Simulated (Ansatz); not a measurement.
Predict the output of the script below (Ansatz 0.2.0, Python API).

Input file `si.xyz`:
```text
2
Lattice="-2.251 2.3685 1.275 2.251 -2.3685 1.275 2.251 2.3685 -1.275" Properties=species:S:1:pos:R:3 pbc="T T T"
Si   -0.00000000    3.55275000    0.14535000
Si    2.25100000   -1.18425000    1.12965000
```

`si.py`
```python
"""Band structure of Si."""

import sys
import warnings

import ansatz
import numpy as np

warnings.simplefilter("ignore", ansatz.DeckWarning)

structure = ansatz.Crystal.from_extxyz("si.xyz")

# vertices of the path, as fractions of the reciprocal vectors
path = [
    ("G", (0.0, 0.0, 0.0)),
    ("R", (0.0, 0.5, 0.0)),
    ("W", (0.25, 0.25, 0.25)),
    ("S", (0.5, 0.0, 0.0)),
    ("G", (0.0, 0.0, 0.0)),
    ("T", (0.0, 0.0, 0.5)),
    ("W", (0.25, 0.25, 0.25)),
]
calculation = (
    structure.calculation()
    .pseudopotentials("paw")
    .kpoints(15)
    .occupations(ansatz.OccupationsMethod.COLD)
    .band_structure([point for _, point in path], intervals=6)
    .scf(extra_bands=8)
)
try:
    res = calculation.run()
except ansatz.NonConvergedError as error:
    sys.exit(f"no convergence: {error}")
except ansatz.RefusalError as error:
    sys.exit(f"input refused: {error}")
data = res.report

for key in ("converged", "n_iterations", "n_electrons", "n_kpoints", "n_pw", "n_symmetry_ops", "free_energy_ev", "fermi_energy_ev"):
    print(f"{key:18s} {data[key]}")

used = data["setup"]
print("cutoffs (eV):", used["ecut_ev"], used["ecutrho_ev"], " FFT grid:", used["fft_dense"])
print("cell volume {:.3f} A^3, {} symmetry operations".format(used["cell_volume_ang3"], used["n_sym_ops"]))

print("doubts on the final state:", data["published_state_doubts"] or "none")
print("warnings:", sorted({n["data"]["kind"] for n in res.notices if n["data"].get("severity") in ("warning", "doubt")}) or "none")

bands = res.band_structure()
fermi = bands.fermi_energy_ev
print(f"zero of the bands: {fermi:.3f} eV, the Fermi level found on the SCF mesh")
for spin, channel in enumerate(bands.channels):
    levels = channel.eigenvalues_ev - fermi
    crossing = [b for b in range(levels.shape[1]) if levels[:, b].min() < 0 < levels[:, b].max()]
    print(f"channel {spin}: bands that cross the Fermi level on this path:", [b + 1 for b in crossing] or "none")
    shown = crossing or sorted(np.argsort(np.abs(levels).min(axis=0))[:2])
    for k, row in zip(bands.kpoints_frac, levels[:, shown]):
        print(f"{k[0]:7.3f} {k[1]:7.3f} {k[2]:7.3f}  ", " ".join(f"{e:8.3f}" for e in row))
```

```console
$ python si.py
converged          True
n_iterations       5
n_electrons        8.0
n_kpoints          512
n_pw               521
n_symmetry_ops     8
free_energy_ev     -1270.8818780924742
fermi_energy_ev    11.277308465852542
cutoffs (eV): 420.0 1680.0  FFT grid: [24, 24, 24]
cell volume 27.191 A^3, 8 symmetry operations
doubts on the final state: none
warnings: none
zero of the bands: 11.277 eV, the Fermi level found on the SCF mesh
channel 0: bands that cross the Fermi level on this path: [3, 4, 5]
  0.000   0.000   0.000     -2.481   -1.645    1.092
 -0.000   0.083   0.000     -2.640   -0.845    1.613
 -0.000   0.167   0.000     -2.885    0.620    2.897
  0.000   0.250   0.000     -2.956    0.801    2.264
 -0.000   0.333   0.000     -2.780   -2.174    0.960
  0.000   0.417   0.000     -3.281   -2.425   -0.576
  0.000   0.500   0.000     -2.816   -2.200   -1.403
  0.042   0.458   0.042     -3.031   -2.808   -0.736
  0.083   0.417   0.083     -3.629   -3.539    0.262
  0.125   0.375   0.125     -4.404   -4.148    1.320
  0.167   0.333   0.167     -5.107   -4.757    2.397
  0.208   0.292   0.208     -5.717   -5.321    3.451
  0.250   0.250   0.250     -5.803   -5.803    4.418
  0.292   0.208   0.208     -5.553   -5.295    3.808
  0.333   0.167   0.167     -4.890   -4.627    2.932
  0.375   0.125   0.125     -4.119   -3.872    1.907
  0.417   0.083   0.083     -3.263   -3.056    0.820
  0.458   0.042   0.042     -2.329   -2.247   -0.270
  0.500   0.000  -0.000     -1.788   -1.355   -1.299
  0.417   0.000   0.000     -2.517   -1.937   -0.250
  0.333   0.000   0.000     -2.606   -2.462    1.264
  0.250   0.000  -0.000     -2.996    0.050    2.952
  0.167   0.000   0.000     -3.108    0.341    2.736
  0.083   0.000   0.000     -2.958   -0.857    1.538
  0.000   0.000   0.000     -2.481   -1.645    1.092
 -0.000   0.000   0.083     -2.605   -0.839    1.797
 -0.000   0.000   0.167     -2.384   -0.197    3.582
 -0.000   0.000   0.250     -1.992    0.387    3.692
 -0.000   0.000   0.333     -1.439    1.087    2.362
  0.000   0.000   0.417     -0.725    1.178    1.941
 -0.000   0.000   0.500      0.148    0.148    2.951
  0.042   0.042   0.458      0.247    0.247    3.051
  0.083   0.083   0.417      0.444    0.444    3.047
  0.125   0.125   0.375     -0.156   -0.156    2.252
  0.167   0.167   0.333     -2.123   -2.123    2.775
  0.208   0.208   0.292     -4.183   -4.183    3.757
  0.250   0.250   0.250     -5.803   -5.803    4.418
```

Absolute energies stand on the zero of these potentials, so only differences at equal settings mean something. A total without «per atom» is that of the whole cell that was run. Only differences from the Fermi energy are physical; the zero of the scale is a convention. No functional is typed, so the default, PBE, holds. This isn't the structure that Si takes at ambient conditions. Levels are Kohn-Sham eigenvalues on this mesh. Wall time of the script: 11 s on 1 thread of Arm Neoverse V2, with other jobs on the host, peak memory 0.46 GiB.
